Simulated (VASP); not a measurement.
# LiF (Fm-3m) in VASP: a series of runs

Aim: see how the results for LiF move with the level of theory and the settings. Levels: r2SCAN+rVV10, HSE06. Tasks: band structure.

All numbers are computed with VASP 6.6.1; they aren't measurements. Logs are shortened: lines on timing, memory, paths and dates and some standing lists are left out, and cuts for length are marked.

## (1) Starting point

It takes space group Fm-3m (No. 225, cubic). The conventional cell has a = 3.958 Å, b = 3.958 Å, c = 3.958 Å, α = 90.00°, β = 90.00°, γ = 90.00°. Li (site symmetry m-3m) has 6 F at 1.98 Å as nearest neighbours. Around F (site symmetry m-3m) lie 6 Li at 1.98 Å.

The cell was built by a generator and needn't be a form met in nature.

## (2) Band structure, r2SCAN+rVV10

The input, INCAR:

```
SYSTEM = LiF
ALGO = Normal ; BPARAM = 11.95
CPARAM = 0.0093 ; EDIFF = 1E-6
ENCUT = 520 ; ISIF = 2
ISMEAR = 0 ; IVDW_NL = 2
KPAR = 4 ; LASPH = .True.
LCHARG = .False. ; LMIXTAU = .True.
LREAL = .False. ; LUSE_VDW = .True.
LWAVE = .False. ; METAGGA = R2SCAN
NELM = 60 ; PREC = Accurate
SIGMA = 0.02
```

The input, KPOINTS:

```
k-points
0
Gamma
  12 12 12
  0 0 0
```

The input, POSCAR:

```
LiF                                     
1.0
    0.0000000000      1.9790394680      1.9790394680
    1.9790394680     -0.0000000000      1.9790394680
    1.9790394680      1.9790394680      0.0000000000
  Li              F             
     1     1
Direct
     0.0000000000000000    1.0000000000000000    1.0000000000000000
     0.5000000000000000    0.5000000000000000    0.5000000000000000
```

The input, KPOINTS_OPT:

```
path GXWKGLUWLK,UX
20
line-mode
reciprocal
 0.0000000000  0.0000000000  0.0000000000  G
 0.5000000000  0.0000000000  0.5000000000  X

 0.5000000000  0.0000000000  0.5000000000  X
 0.5000000000  0.2500000000  0.7500000000  W

 0.5000000000  0.2500000000  0.7500000000  W
 0.3750000000  0.3750000000  0.7500000000  K

 0.3750000000  0.3750000000  0.7500000000  K
 0.0000000000  0.0000000000  0.0000000000  G

 0.0000000000  0.0000000000  0.0000000000  G
 0.5000000000  0.5000000000  0.5000000000  L

 0.5000000000  0.5000000000  0.5000000000  L
 0.6250000000  0.2500000000  0.6250000000  U

 0.6250000000  0.2500000000  0.6250000000  U
 0.5000000000  0.2500000000  0.7500000000  W

 0.5000000000  0.2500000000  0.7500000000  W
 0.5000000000  0.5000000000  0.5000000000  L

 0.5000000000  0.5000000000  0.5000000000  L
 0.3750000000  0.3750000000  0.7500000000  K

 0.6250000000  0.2500000000  0.6250000000  U
 0.5000000000  0.0000000000  0.5000000000  X
```

Potentials or basis: VASP PAW PBE potentials, release 64 (Li_sv, F).

On the command line:

```console
$ cat potpaw_PBE.64/Li_sv/POTCAR potpaw_PBE.64/F/POTCAR > POTCAR
$ mpirun -np 4 vasp_std > vasp.out
```

OUTCAR:

```text
SYSTEM = LiF
   BPARAM = 11.95
   EDIFF = 1E-6
   ENCUT = 520
   ISIF = 2
   ISMEAR = 0
   IVDW_NL = 2
   LASPH = .True.
   LREAL = .False.
   METAGGA = R2SCAN
   NELM = 60
   PREC = Accurate

 ion  position               nearest neighbor table
   1  0.000  0.000  0.000-   2 1.98   2 1.98   2 1.98   2 1.98   2 1.98   2 1.98
   2  0.500  0.500  0.500-   1 1.98   1 1.98   1 1.98   1 1.98   1 1.98   1 1.98

  LATTYP: Found a face centered cubic cell.
 ALAT       =     3.9580789360

  Lattice vectors:

 A1 = (   0.0000000000,   1.9790394680,   1.9790394680)
 A2 = (   1.9790394680,   0.0000000000,   1.9790394680)
 A3 = (   1.9790394680,   1.9790394680,   0.0000000000)

Analysis of symmetry for initial positions (statically):
=====================================================================
 Subroutine PRICEL returns:
 Original cell was already a primitive cell.

 Routine SETGRP: Setting up the symmetry group for a
 face centered cubic supercell.

 Subroutine GETGRP returns: Found 48 space group operations
 (whereof 48 operations were pure point group operations)
 out of a pool of 48 trial point group operations.

The static configuration has the point symmetry O_h .

Analysis of symmetry for dynamics (positions and initial velocities):
=====================================================================
 Subroutine PRICEL returns:
 Original cell was already a primitive cell.

 Routine SETGRP: Setting up the symmetry group for a
 face centered cubic supercell.

 Subroutine GETGRP returns: Found 48 space group operations
 (whereof 48 operations were pure point group operations)
 out of a pool of 48 trial point group operations.

The dynamic configuration has the point symmetry O_h .

 Subroutine INISYM returns: Found 48 space group operations
 (whereof 48 operations are pure point group operations),
 and found     1 'primitive' translations

----------------------------------------------------------------------------------------

                                     Primitive cell

  volume of cell :      15.5022

  direct lattice vectors                    reciprocal lattice vectors
     0.000000000  1.979039468  1.979039468    -0.252647816  0.252647816  0.252647816
     1.979039468  0.000000000  1.979039468     0.252647816 -0.252647816  0.252647816
     1.979039468  1.979039468  0.000000000     0.252647816  0.252647816 -0.252647816

  length of vectors
     2.798784456  2.798784456  2.798784456     0.437598854  0.437598854  0.437598854

  position of ions in fractional coordinates (direct lattice)
     0.000000000  0.000000000  0.000000000
     0.500000000  0.500000000  0.500000000

  ion indices of the primitive-cell ions
   primitive index   ion index
                 1           1
                 2           2

----------------------------------------------------------------------------------------

 KPOINTS: k-points

Automatic generation of k-mesh.
 Grid dimensions read from file:
 generate k-points for:   12   12   12

 Generating k-lattice:

  Cartesian coordinates                     Fractional coordinates (reciprocal lattice)
    -0.021053985  0.021053985  0.021053985     0.083333333  0.000000000  0.000000000
     0.021053985 -0.021053985  0.021053985     0.000000000  0.083333333  0.000000000
     0.021053985  0.021053985 -0.021053985     0.000000000  0.000000000  0.083333333

  Length of vectors
     0.036466571  0.036466571  0.036466571

  Shift w.r.t. Gamma in fractional coordinates (k-lattice)
     0.000000000  0.000000000  0.000000000

 Subroutine IBZKPT returns following result:
 ===========================================

 Found     72 irreducible k-points:

 Following reciprocal coordinates:
            Coordinates               Weight
  0.000000  0.000000  0.000000      1.000000
  0.083333  0.000000  0.000000      8.000000
  0.166667  0.000000  0.000000      8.000000
  0.250000  0.000000  0.000000      8.000000
  0.333333  0.000000  0.000000      8.000000
  0.416667  0.000000  0.000000      8.000000
[... 16 lines left out ...]
  0.500000  0.166667  0.000000     24.000000
 -0.416667  0.166667  0.000000     24.000000
 [... further k-points ...]
   k-points           NKPTS =     72   k-points in BZ     NKDIM =     72   number of bands    NBANDS=      9
   number of dos      NEDOS =    301   number of ions     NIONS =      2
   total plane-waves  NPLWV =  13824
   dimension x,y,z NGX =    24 NGY =   24 NGZ =   24
   dimension x,y,z NGXF=    48 NGYF=   48 NGZF=   48
   ions per type =               1   1
   NGX,Y,Z   is equivalent  to a cutoff of  14.26, 14.26, 14.26 a.u.
   NGXF,Y,Z  is equivalent  to a cutoff of  28.51, 28.51, 28.51 a.u.
 SYSTEM =  LiF
   PREC   = accura    normal or accurate (medium, high low for compatibility)
   ISTART =      0    job   : 0-new  1-cont  2-samecut
   ICHARG =      2    charge: 1-file 2-atom 10-const
   ISPIN  =      1    spin polarized calculation?
   LNONCOLLINEAR =      F non collinear calculations
   LSORBIT =      F    spin-orbit coupling
   LASPH  =      T    aspherical Exc in radial PAW
   ENCUT  =  520.0 eV  38.22 Ry    6.18 a.u.   5.20  5.20  5.20*2*pi/ulx,y,z
   NELM   =     60;   NELMIN=  2; NELMDL= -5     # of ELM steps
   EDIFF  = 0.1E-05   stopping-criterion for ELM
   LREAL  =      F    real-space projection
   EDIFFG = 0.1E-04   stopping-criterion for IOM
   NSW    =      0    number of steps for IOM
   IBRION =     -1    ionic relax: 0-MD 1-quasi-New 2-CG
   NFREE  =      0    steps in history (QN), initial steepest desc. (CG)
   ISIF   =      2    stress and relaxation
   ISYM   =      2    0-nonsym 1-usesym 2-fastsym
   POTIM  = 0.5000    time-step for ionic-motion
   TEBEG  =    0.0;   TEEND  =   0.0 temperature during run
   PSTRESS=    0.0 pullay stress
   NELECT =      10.0000    total number of electrons
   NUPDOWN=      -1.0000    fix difference up-down
   EMIN   =  10.00;   EMAX   =-10.00  energy-range for DOS
   EFERMI =   0.00;   METHOD = LEGACY
   ISMEAR =     0;   SIGMA  =   0.02  broadening in eV -4-tet -1-fermi 0-gaus
   EFERMI_NEDOS =   21; number of points for ismear=-14 and -15
   IALGO  =     38    algorithm
   IMIX   =      4    mixing-type and parameters
     AMIX     =   0.40;   BMIX     =  1.00
     AMIX_MAG =   1.60;   BMIX_MAG =  1.00
  volume/ion in A,a.u.               =       7.75        52.31
  Fermi-wavevector in a.u.,A,eV,Ry     =   1.414524  2.673063 27.223607  2.000879
  Thomas-Fermi vector in A             =   2.536057
   LORBIT       =      0    0 simple, 1 ext, 2 COOP (PROOUT), +10 PAW based schemes
   METAGGA = R2SCAN    functional components
   LHFCALC =     F    Hartree Fock is set to
   AEXX    =    0.0000 exact exchange contribution
   IVDW_NL    =     2    kernel type
   BPARAM     =11.9500
   IVDW    =     0    specifies the selected vdW correction
   LEPSILON=     F    determine dielectric tensor
   LRPA    =     F    only Hartree local field effects (RPA)
 non-spin polarized calculation
 Gauss-broadening in eV      SIGMA  =   0.02
  energy-cutoff  :      520.00
  volume of cell :       15.50
 maximum number of plane-waves:       444
 NGX is ok and might be reduce to    24
   NGX = 11   NGY = 11   NGZ = 11

 number of electron      10.0000001 magnetization

 Free energy of the ion-electron system (eV)
  ---------------------------------------------------
  ext. energy  EPLUGINS =         0.00000000
  ---------------------------------------------------
  free energy    TOTEN  =       -11.57908752 eV

  energy without entropy =      -11.57908752  energy(sigma->0) =      -11.57908752

 E-fermi :  -1.2139     XC(G=0): -10.8787

 val. band max:       -1.3182125830   @ k =   0.0000   0.0000   0.0000
 cond. band min:       9.4014744573   @ k =   0.0000   0.0000   0.0000
 fundamental gap:     10.7196870403
 Fermi energy:        -1.2139100208

 k-point     1 :       0.0000    0.0000    0.0000
  band No.  band energies     occupation
      1     -43.2393      2.00000
      2     -22.5625      2.00000
      3      -1.3182      2.00000
      4      -1.3182      2.00000
      5      -1.3182      2.00000
      6       9.4015      0.00000
      7      24.6348      0.00000
      8      24.6348      0.00000
      9      24.6348      0.00000

 k-point     2 :       0.0833    0.0000    0.0000
  band No.  band energies     occupation
      1     -43.2345      2.00000
      2     -22.5344      2.00000
      3      -1.5283      2.00000
      4      -1.3368      2.00000
      5      -1.3368      2.00000
      6       9.6005      0.00000
      7      22.2970      0.00000
      8      23.8734      0.00000
      9      23.8737      0.00000

 k-point     3 :       0.1667    0.0000    0.0000
  band No.  band energies     occupation
      1     -43.2213      2.00000
      2     -22.4556      2.00000
      3      -2.0703      2.00000
      4      -1.3868      2.00000
      5      -1.3868      2.00000
      6      10.0815      0.00000
      7      19.9487      0.00000
      8      22.5769      0.00000
      9      22.5772      0.00000

 k-point     4 :       0.2500    0.0000    0.0000
  band No.  band energies     occupation
      1     -43.2032      2.00000
      2     -22.3446      2.00000
      3      -2.7521      2.00000
      4      -1.4533      2.00000
      5      -1.4533      2.00000
      6      10.5618      0.00000
      7      18.3539      0.00000
      8      21.3270      0.00000
      9      21.3273      0.00000
[... 205 lines left out ...]
 k-point    22 :       0.4167    0.1667    0.0000
  band No.  band energies     occupation
      1     -43.1719      2.00000
      2     -22.1030      2.00000
      3      -3.5763      2.00000
      4      -2.0306      2.00000
      5      -1.8342      2.00000
      6      11.9285      0.00000
      7      16.8099      0.00000
      8      20.0068      0.00000
      9      20.3886      0.00000

 k-point    23 :       0.5000    0.1667    0.0000
  band No.  band energies     occupation
      1     -43.1628      2.00000
      2     -22.0375      2.00000
      3      -3.8417      2.00000
      4      -2.2081      2.00000
      5      -1.8006      2.00000
      6      11.9582      0.00000
      7      16.5615      0.00000
      8      19.8800      0.00000
      9      19.9752      0.00000

 k-point    24 :      -0.4167    0.1667    0.0000
  band No.  band energies     occupation
      1     -43.1615      2.00000
      2     -22.0313      2.00000
      3      -3.8437      2.00000
      4      -2.3261      2.00000
      5      -1.7131      2.00000
      6      11.9121      0.00000
      7      16.4415      0.00000
      8      19.8356      0.00000
      9      20.0130      0.00000

 [... further k-points ...]

------------------------ aborting loop because EDIFF is reached ----------------------------------------

  FORCE on cell =-STRESS in cart. coord.  units (eV):
  Direction    XX          YY          ZZ          XY          YZ          ZX
  --------------------------------------------------------------------------------------
  -------------------------------------------------------------------------------------
  Total        0.0405262      0.0405262      0.0405262     -0.0000000      0.0000000      0.0000000
  in kB        4.1884488      4.1884488      4.1884488     -0.0000000      0.0000000      0.0000000
  external PRESSURE =       4.1884488 kB  Pullay stress =       0.0000000 kB

 VOLUME and BASIS-vectors are now :
 -----------------------------------------------------------------------------
  energy-cutoff  :      520.00
  volume of cell :       15.50
      direct lattice vectors                 reciprocal lattice vectors
     0.000000000  1.979039468  1.979039468    -0.252647816  0.252647816  0.252647816
     1.979039468  0.000000000  1.979039468     0.252647816 -0.252647816  0.252647816
     1.979039468  1.979039468  0.000000000     0.252647816  0.252647816 -0.252647816

 POSITION                                       TOTAL-FORCE (eV/Angst)
 -----------------------------------------------------------------------------------
      0.00000      0.00000      0.00000         0.000000     -0.000000      0.000000
      1.97904      1.97904      1.97904         0.000000      0.000000      0.000000
 -----------------------------------------------------------------------------------
    total drift:                               -0.000000     -0.000000      0.000000

  FREE ENERGIE OF THE ION-ELECTRON SYSTEM (eV)
  ---------------------------------------------------
  free  energy   TOTEN  =       -11.5790875208 eV

  energy  without entropy=      -11.5790875208  energy(sigma->0) =      -11.57908752
```

Run time: 51 s. Hardware: 4 MPI ranks of Intel Xeon Platinum 8488C (Sapphire Rapids), shared host; peak memory 0.21 GiB.

Results:

* Free energy: -11.5791 eV
* Band gap on the k mesh: 10.72 eV, direct
* Band gap along the path: 10.72 eV, direct

Levels at the corners of the path, in eV from the valence-band top:
| point | band 2 | band 3 | band 4 | band 5 | band 6 | band 7 | band 8 | band 9 |
| --- | --- | --- | --- | --- | --- | --- | --- | --- |
| Γ | -21.24 | 0.00 | 0.00 | 0.00 | 10.72 | 25.95 | 25.95 | 25.95 |
| X | -20.49 | -3.25 | -1.09 | -1.09 | 16.54 | 17.63 | 19.75 | 22.54 |
| X | -20.49 | -3.25 | -1.09 | -1.09 | 16.54 | 17.63 | 19.75 | 22.54 |
| W | -20.53 | -2.26 | -2.26 | -0.85 | 16.64 | 16.64 | 19.37 | 21.75 |
| W | -20.53 | -2.26 | -2.26 | -0.85 | 16.64 | 16.64 | 19.37 | 21.75 |
| K | -20.54 | -2.71 | -1.68 | -0.81 | 15.95 | 16.57 | 20.72 | 21.84 |
| K | -20.54 | -2.71 | -1.68 | -0.81 | 15.95 | 16.57 | 20.72 | 21.84 |
| Γ | -21.24 | 0.00 | 0.00 | 0.00 | 10.72 | 25.95 | 25.95 | 25.96 |
| Γ | -21.24 | 0.00 | 0.00 | 0.00 | 10.72 | 25.95 | 25.95 | 25.95 |
| L | -20.79 | -2.66 | -0.26 | -0.26 | 12.07 | 18.74 | 20.83 | 20.83 |
| L | -20.79 | -2.66 | -0.26 | -0.26 | 12.07 | 18.74 | 20.83 | 20.83 |
| U | -20.54 | -2.71 | -1.68 | -0.81 | 15.95 | 16.57 | 20.72 | 21.84 |
| U | -20.54 | -2.71 | -1.68 | -0.81 | 15.95 | 16.57 | 20.72 | 21.84 |
| W | -20.53 | -2.26 | -2.26 | -0.85 | 16.64 | 16.64 | 19.37 | 21.75 |
| W | -20.53 | -2.26 | -2.26 | -0.85 | 16.64 | 16.64 | 19.37 | 21.75 |
| L | -20.79 | -2.66 | -0.26 | -0.26 | 12.07 | 18.74 | 20.83 | 20.83 |
| L | -20.79 | -2.66 | -0.26 | -0.26 | 12.07 | 18.74 | 20.83 | 20.83 |
| K | -20.54 | -2.71 | -1.68 | -0.81 | 15.95 | 16.57 | 20.72 | 21.84 |
| U | -20.54 | -2.71 | -1.68 | -0.81 | 15.95 | 16.57 | 20.72 | 21.84 |
| X | -20.49 | -3.25 | -1.09 | -1.09 | 16.54 | 17.63 | 19.75 | 22.54 |

Caveat: the cutoff is under 1.25 times the usual one of these potentials, so pressure, stress and relaxed cells hold a basis-set (Pulay) error; the PAW data sets were made with another functional, which shifts forces and pressure a little. r2SCAN opens gaps a little over a GGA but as a rule still falls short of measured ones.

## (3) Band structure, HSE06

POSCAR is that of step 2.

The input, INCAR.step1:

```
SYSTEM = LiF
ALGO = Normal ; EDIFF = 1E-5
ENCUT = 520 ; GGA = PE
ISIF = 2 ; ISMEAR = 0
KPAR = 4 ; LASPH = .True.
LCHARG = .False. ; LREAL = .False.
LWAVE = .True. ; NELM = 60
PREC = Accurate ; SIGMA = 0.02
```

The input, INCAR.step2:

```
SYSTEM = LiF
ALGO = Normal ; EDIFF = 1E-6
ENCUT = 520 ; GGA = PE
HFSCREEN = 0.2 ; ISIF = 2
ISMEAR = 0 ; ISTART = 1
KPAR = 4 ; LASPH = .True.
LCHARG = .False. ; LHFCALC = .True.
LREAL = .False. ; LWAVE = .False.
NELM = 60 ; PREC = Accurate
PRECFOCK = Fast ; SIGMA = 0.02
```

The input, KPOINTS:

```
k-points
0
Gamma
  8 8 8
  0 0 0
```

Edit KPOINTS_OPT of step 2 so:

```diff
@@ -1,3 +1,3 @@
 path GXWKGLUWLK,UX
-20
+12
 line-mode
```

Potentials or basis: VASP PAW PBE potentials, release 64 (Li_sv, F).

On the command line:

```console
$ cat potpaw_PBE.64/Li_sv/POTCAR potpaw_PBE.64/F/POTCAR > POTCAR
$ cp INCAR.step1 INCAR
$ mpirun -np 4 vasp_std > vasp.out
$ cp INCAR.step2 INCAR
$ mpirun -np 4 vasp_std > vasp.out
```

Run time: 5.6 min. Hardware: 4 MPI ranks of Intel Xeon Platinum 8488C (Sapphire Rapids), shared host; peak memory 0.28 GiB.

Results (log left out):

```yaml
Free_energy: -11.3974 eV
Band_gap_on_the_k_mesh: 11.93 eV, direct
Band_gap_along_the_path: 11.93 eV, direct
```

Levels at the corners of the path, in eV from the valence-band top:
```tsv
point	band 1	band 2	band 3	band 4	band 5	band 6	band 7	band 8	band 9
Γ	-42.86	-21.73	0.00	0.00	0.00	11.93	27.36	27.40	27.41
X	-42.76	-20.92	-3.37	-1.14	-1.14	17.97	19.06	20.70	23.63
X	-42.76	-20.92	-3.37	-1.14	-1.14	17.97	19.06	20.70	23.63
W	-42.76	-20.95	-2.34	-2.34	-0.91	18.05	18.05	20.54	22.68
W	-42.76	-20.95	-2.34	-2.34	-0.91	18.05	18.05	20.54	22.68
K	-42.76	-20.97	-2.81	-1.76	-0.84	17.33	17.98	21.74	22.90
K	-42.76	-20.97	-2.81	-1.76	-0.84	17.33	17.98	21.74	22.90
Γ	-42.86	-21.73	0.00	0.00	0.00	11.93	27.36	27.37	27.41
Γ	-42.86	-21.73	0.00	0.00	0.00	11.93	27.36	27.38	27.41
L	-42.78	-21.23	-2.83	-0.27	-0.27	13.43	20.11	21.86	21.86
L	-42.78	-21.23	-2.83	-0.27	-0.27	13.43	20.11	21.86	21.86
U	-42.76	-20.97	-2.81	-1.76	-0.84	17.33	17.98	21.74	22.90
U	-42.76	-20.97	-2.81	-1.76	-0.84	17.33	17.98	21.74	22.90
W	-42.76	-20.95	-2.34	-2.34	-0.91	18.05	18.05	20.54	22.68
W	-42.76	-20.95	-2.34	-2.34	-0.91	18.05	18.05	20.54	22.68
L	-42.78	-21.23	-2.83	-0.27	-0.27	13.43	20.11	21.86	21.86
L	-42.78	-21.23	-2.83	-0.27	-0.27	13.43	20.11	21.86	21.86
K	-42.76	-20.97	-2.81	-1.76	-0.84	17.33	17.98	21.74	22.90
U	-42.76	-20.97	-2.81	-1.76	-0.84	17.33	17.98	21.74	22.90
X	-42.76	-20.92	-3.37	-1.14	-1.14	17.97	19.06	20.70	23.63
```

Caveat: the cutoff is under 1.25 times the usual one of these potentials, so pressure, stress and relaxed cells hold a basis-set (Pulay) error; the PAW data sets were made with another functional, which shifts forces and pressure a little.
